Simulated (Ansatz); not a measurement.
The system is SrVO3.

```
Sr V O
1.0
     3.84090    0.00000    0.00000
     0.00000    3.84090    0.00000
     0.00000    0.00000    3.84090
Sr V O
1 1 3
Direct
  0.50000 0.50000 0.50000
  0.00000 0.00000 0.00000
  0.00000 0.00000 0.50000
  0.00000 0.50000 0.00000
  0.50000 0.00000 0.00000
```

- Program: Ansatz 0.2.0
- Task: single point
- Functional: PBEsol
- Potentials or basis: Ansatz PAW
- Cutoff: 420 eV (not typed: the program's choice for these potentials)
- k mesh: 7 × 7 × 7
- Occupations: fermi-dirac, width 0.05 eV
- Spin: collinear spin, ferromagnetic start
- Starting moments: [0.0, 2.0, 0.0, 0.0, 0.0] μB

On this cell: pressure -4.7 GPa; largest force zero by symmetry; net moment 0.00 μB per cell; band gap on the k mesh none (metal or under the smearing width).

The same run follows on a disturbed copy (atoms moved at random, drawn with an rms of 0.05 Å):

```
Sr V O
1.0
     3.84090    0.00000    0.00000
     0.00000    3.84090    0.00000
     0.00000    0.00000    3.84090
Sr V O
1 1 3
Cartesian
  1.9303 1.8876 1.9477
  0.0413 0.0331 0.0102
  -0.0041 0.0666 1.9160
  -0.0606 1.8991 0.0498
  1.9609 -0.0141 -0.0186
```

Problem. What does the disturbed cell give?

Solution. The energy (extrapolated to zero smearing) moves by +18.4 meV/atom; pressure -4.2 GPa; largest force 1.012 eV/Å; net moment 0.00 μB per cell; band gap on the k mesh none (metal or under the smearing width).

Forces in eV/Å, atoms in the order of the input:
```
Sr   0.086  0.213 -0.076
V   -0.546 -0.358  0.036
O    0.401 -0.481  0.258
O    0.758  0.582 -0.334
O   -0.699  0.044  0.116
```

Stress tensor (GPa, compression positive):
```
-4.70  0.10  0.03
 0.10 -3.66 -0.24
 0.03 -0.24 -4.22
```

Caveats: semilocal functionals often make such compounds metallic where correlation or magnetic order opens a gap, which also shifts bond lengths; the PAW data sets come from PBE, with cores solved anew for the run's functional, which leaves a small shift of forces and pressure; the starting moments weren't kept.
